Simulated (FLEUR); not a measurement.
# FeO (Wuestite) (R-3m) in FLEUR: single point with PBEsol

Aim: the single point of FeO (Wuestite) with PBEsol.

Everything below comes from runs of FLEUR MaX-R8.1 (later development tree). Logs are shortened: lines on timing, memory, paths and dates and some standing lists are left out, and cuts for length are marked.

## (1) The structure

It takes space group R-3m (No. 166, trigonal). The conventional cell has a = 3.038 Å, b = 3.038 Å, c = 7.559 Å, α = 90.00°, β = 90.00°, γ = 120.00°. Fe (site symmetry -3m) has 6 O at 2.16 Å as nearest neighbours. O (site symmetry -3m) is surrounded by 6 Fe at 2.16 Å.

## (2) Single point, PBEsol, collinear spin, ferromagnetic start

Contents of inp.xml:

```xml
<?xml version="1.0" encoding="UTF-8" standalone="no"?>
<fleurInput fleurInputVersion="0.39">
   <comment>
      FeO                                                                                                 
   </comment>
   <calculationSetup>
      <cutoffs Kmax="4.71" Gmax="14.6" GmaxXC="14.6" numbands="0"/>
      <scfLoop itmax="60" minDistance="0.00001" maxIterBroyd="15" imix="Anderson" alpha="0.05" precondParam="0.0" spinf="2.0" sdNocoIR="T"/>
      <coreElectrons ctail="T" frcor="F" kcrel="0" coretail_lmax="0"/>
      <xcFunctional name="PBEs" relativisticCorrections="F"/>
      <magnetism jspins="2"/>
      <soc l_soc="F" theta="0.0" phi="0.0" spav="F"/>
      <expertModes spex="0" secvar="F"/>
      <geometryOptimization l_f="T" forcealpha="1.0" forcemix="BFGS" epsdisp="0.0005" epsforce="0.0002"/>
      <ldaU l_linMix="F" mixParam="0.05" spinf="1.0"/>
   </calculationSetup>
   <cell>
      <bzIntegration valenceElectrons="22.0" mode="hist" fermiSmearingEnergy="0.00183747">
         <kPointListSelection listName="default-1"/>
         <!-- k-points included here -->
         <xi:include xmlns:xi="http://www.w3.org/2001/XInclude" href="kpts.xml"> </xi:include>
      </bzIntegration>
      <!-- symmetry operations included here -->
      <xi:include xmlns:xi="http://www.w3.org/2001/XInclude" href="sym.xml"> </xi:include>
      <bulkLattice scale="1.0">
         <bravaisMatrix>
            <row-1>    2.8701555376648544     1.6570850722987371     4.7613110176573485</row-1>
            <row-2>   -2.8701555376648544     1.6570850722987371     4.7613110176573485</row-2>
            <row-3>    0.0000000000000000    -3.3141701445974743     4.7613110176573485</row-3>
         </bravaisMatrix>
      </bulkLattice>
   </cell>
   <atomSpecies>
      <species name="Iron (Fe) 3.000" element="Fe" atomicNumber="26">
         <mtSphere radius="2.08" gridPoints="707" logIncrement="0.017"/>
         <atomicCutoffs lmax="9" lnonsphr="9"/>
         <electronConfig flipSpins="F">
            <coreConfig>(1s1/2) (2s1/2) (2p1/2) (2p3/2)</coreConfig>
            <valenceConfig>(3s1/2) (3p1/2) (3p3/2) (4s1/2) (3d3/2) (3d5/2)</valenceConfig>
            <stateOccupation state="(3d3/2)" spinUp="1.5" spinDown="0.9"/>
            <stateOccupation state="(3d5/2)" spinUp="3.0" spinDown="0.6"/>
         </electronConfig>
         <energyParameters s="4" p="4" d="3" f="4"/>
         <lo type="SCLO" l="0" n="3" eDeriv="0"/>
         <lo type="SCLO" l="1" n="3" eDeriv="0"/>
         <lo type="SCLO" l="1" n="3" eDeriv="1"/>
         <lo type="SCLO" l="2" n="3" eDeriv="2"/>
         <lo type="SCLO" l="3" n="4" eDeriv="2"/>
      </species>
      <species name="Oxygen (O)" element="O" atomicNumber="8">
         <mtSphere radius="1.59" gridPoints="543" logIncrement="0.02"/>
         <atomicCutoffs lmax="8" lnonsphr="8"/>
         <electronConfig flipSpins="F">
            <coreConfig>(1s1/2)</coreConfig>
            <valenceConfig>(2s1/2) (2p1/2) (2p3/2)</valenceConfig>
            <stateOccupation state="(2p1/2)" spinUp="0.666667" spinDown="0.666667"/>
            <stateOccupation state="(2p3/2)" spinUp="1.333333" spinDown="1.333333"/>
         </electronConfig>
         <energyParameters s="2" p="2" d="3" f="4"/>
         <lo type="SCLO" l="0" n="2" eDeriv="2"/>
         <lo type="SCLO" l="1" n="2" eDeriv="2"/>
         <lo type="SCLO" l="2" n="3" eDeriv="2"/>
      </species>
   </atomSpecies>
   <atomGroups>
      <atomGroup species="Iron (Fe) 3.000">
         <relPos label="                   1">.0000000000 .0000000000 .0000000000</relPos>
         <force calculate="T" relaxXYZ="TTT"/>
      </atomGroup>
      <atomGroup species="Oxygen (O)">
         <relPos label="                   2">1.000/2.000 1.000/2.000 1.000/2.000</relPos>
         <force calculate="T" relaxXYZ="TTT"/>
      </atomGroup>
   </atomGroups>
   <output dos="F" band="F" slice="F">
      <checks vchk="F" cdinf="F"/>
      <bandDOS minEnergy="-.5*Htr" maxEnergy="0.5*Htr" sigma="0.015" storeEVData="T"/>
      <vacuumDOS vacdos="F" integ="F" star="F" nstars="0" locx1="0.0" locy1="0.0" locx2="0.0" locy2="0.0" nstm="0" tworkf="0.0"/>
      <unfoldingBand unfoldBand="F" supercellX="1" supercellY="1" supercellZ="1"/>
      <plotting iplot="0" polar="F">
         <plot TwoD="T" vec1="  1.0  0.0  0.0" vec2="  0.0  1.0  0.0" vec3="  0.0  0.0  1.0" zero="  0.0  0.0  0.0" file="plot"/>
      </plotting>
      <chargeDensitySlicing numkpt="0" minEigenval="0.0" maxEigenval="0.0" nnne="0" pallst="F"/>
      <specialOutput eonly="F"/>
      <moessbauerParams electricFieldGradient="T" isomerShift="T" coreHyperfine="T" valenceHyperfine="T"/>
      <magneticCircularDichroism mcd="F" energyLo="-10.0" energyUp="0.0"/>
   </output>
  <!-- We include the file relax.xml here to enable relaxations (see documentation) -->
  <xi:include xmlns:xi="http://www.w3.org/2001/XInclude" href="relax.xml"> <xi:fallback/> </xi:include>
</fleurInput>
```

Contents of crystal.txt:

```
FeO
&input cartesian=F /
1.5188209023  0.8768916568  2.5195772846
-1.5188209023  0.8768916568  2.5195772846
0.0000000000  -1.7537833136  2.5195772846
1.8897261246
1.0 1.0 1.0

2
26 0.0000000000  0.0000000000  0.0000000000 : 3.000
8 0.5000000000  0.5000000000  0.5000000000

&kpt div1=11 div2=11 div3=11 gamma=T /
```

Potentials or basis: all-electron, FLAPW.

On the command line:

```sh
$ inpgen -f crystal.txt -profile fastHighL
$ # inp.xml edited to the form shown
$ fleur_MPI
```

The log of the run:

```text
Welcome to FLEUR        (www.flapw.de)
      MaX-Release 8.1          (www.max-centre.eu)

 ========== k-point set info ==========
 Selected k-point list: default-1
 k-point list type: mesh
 11 x 11 x 11
 Number of k points: 146

 ------------Calculation Setup---------------------------
 Number of MPI-tasks      :            1
 Number of PE/node        :            1
 Number of OMP-threads    :            1
 Most efficient MPI parallelization for:
           1           2          73         146
 Additional eigenvalue parallelization possible
 Number of basis functions:          329
 Approximate size of matrices (H+S) per k-point:         0.002 GB
 --------------------------------------------------------
 Iteration:     1   Distance:      27.44518484 me/bohr^3
 Iteration:     2   Distance:      26.01427101 me/bohr^3
 Iteration:     3   Distance:      11.68700107 me/bohr^3
 Iteration:     4   Distance:      18.39152594 me/bohr^3
 Iteration:     5   Distance:       9.31176403 me/bohr^3
 Iteration:     6   Distance:       3.45434367 me/bohr^3
 Iteration:     7   Distance:       2.69019912 me/bohr^3
 Iteration:     8   Distance:       1.51399783 me/bohr^3
 Iteration:     9   Distance:       0.52402854 me/bohr^3
 Iteration:    10   Distance:       0.08246978 me/bohr^3
 Iteration:    11   Distance:       0.06063579 me/bohr^3
 Iteration:    12   Distance:       0.03536974 me/bohr^3
 Iteration:    13   Distance:       0.03515774 me/bohr^3
 Iteration:    14   Distance:       0.00765724 me/bohr^3
 Iteration:    15   Distance:       0.00315532 me/bohr^3
 Iteration:    16   Distance:       0.00297619 me/bohr^3
 Iteration:    17   Distance:       0.00212305 me/bohr^3
 Iteration:    18   Distance:       0.00018234 me/bohr^3
 Iteration:    19   Distance:       0.00007241 me/bohr^3
 Iteration:    20   Distance:       0.00005712 me/bohr^3
 Iteration:    21   Distance:       0.00002421 me/bohr^3
 Iteration:    22   Distance:       0.00000999 me/bohr^3

 ********************************************************************
 Run finished successfully
 Stop message:
   Structural relaxation: Done
 ********************************************************************
```

It took 17 min on 1 thread of AMD EPYC, shared host; peak memory 0.08 GiB.

Results:

```yaml
Free_energy: -36644.1089 eV
Band_gap_on_the_k_mesh: none (metal or under the smearing width)
Net_moment: 4.00 μB per cell
Site_moments: Fe +3.57; O +0.31 μB
Valence_electrons_inside_the_program's_atomic_spheres: Fe 14.06; O 5.09 (radii Fe 2.08, O 1.59 bohr)
```

Levels at points of the mesh, in eV from the Fermi level:
Spin up:
```csv
k point,band 11,band 12,band 13,band 14,band 15,band 16
"(0.00, 0.00, 0.00)",-3.86,-3.67,-3.67,-0.12,14.96,16.46
```
Spin down:
```tsv
k point	band 7	band 8	band 9	band 10	band 11	band 12
(0.00, 0.00, 0.00)	-3.29	-3.29	-0.80	-0.71	-0.71	0.14
```

Core levels (eV from the Fermi level):
```
atom                                                   levels
1 Fe  1s1/2 -6984.0, 2s1/2 -813.0, 2p1/2 -700.3, 2p3/2 -687.9
 2 O                                             1s1/2 -505.5
```

Caveat: a cell with one magnetic atom can't hold antiferromagnetic order, which such compounds often take; semilocal functionals often make such compounds metallic where correlation or magnetic order opens a gap, which also shifts bond lengths. With open d or f shells a metallic result of PBEsol can be an artefact of self-interaction; +U or a hybrid may open a gap.
